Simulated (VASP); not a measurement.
**WS2: single point with LDA**

WS2:

```
S W
1.0
     1.57900    0.91164    6.16333
    -1.57900    0.91164    6.16333
     0.00000   -1.82327    6.16333
S W
2 1
Cartesian
  0.0000 0.0000 7.7473
  0.0000 0.0000 4.6170
  0.0000 0.0000 0.0000
```

Measurements of this composition are mostly on another form, of space group No. 194.

| Property | Result |
| --- | --- |
| Program | VASP 6.6.1 |
| Task | single point |
| Functional | LDA |
| Potentials or basis | VASP PAW LDA potentials, release 64 (S, W) |
| Cutoff | 500 eV |
| k mesh | 10 × 10 × 10 |
| Occupations | gaussian, width 0.1 eV |
| Spin | no spin polarisation |

```yaml
Pressure: -3.9 GPa
Largest_force: 0.589 eV/Å
Band_gap_on_the_k_mesh: 1.00 eV, indirect (least direct gap 2.22 eV)
```

Forces on the atoms (eV/Å):
```
S    0.000  0.000 -0.573
W    0.000  0.000  0.589
S    0.000  0.000 -0.016
```

Stress tensor (GPa, compression positive):
```
-4.10  0.00  0.00
 0.00 -4.10  0.00
 0.00  0.00 -3.51
```

Levels at points of the mesh, in eV from the valence-band top:
| k point | band 7 | band 8 | band 9 | band 10 | band 11 | band 12 |
| --- | --- | --- | --- | --- | --- | --- |
| (0.00, 0.00, 0.00) | -2.28 | -1.52 | -1.24 | 2.19 | 2.19 | 2.55 |
| (0.50, 0.00, 0.00) | -2.54 | -1.76 | -1.71 | 2.23 | 2.53 | 3.59 |
| (0.50, 0.50, 0.00) | -3.16 | -1.96 | -1.52 | 2.19 | 2.65 | 3.18 |
| (0.50, 0.50, 0.50) | -2.25 | -2.25 | 0.00 | 2.30 | 2.30 | 2.39 |

Run time: 7.9 min on 1 thread of AMD EPYC 7R43 64-Core Processor (Zen 3), with other jobs on the host, peak memory 0.27 GiB.

Caveat: spin-orbit coupling is left out, which moves the levels of the heavy elements. A k mesh can miss the band edges.
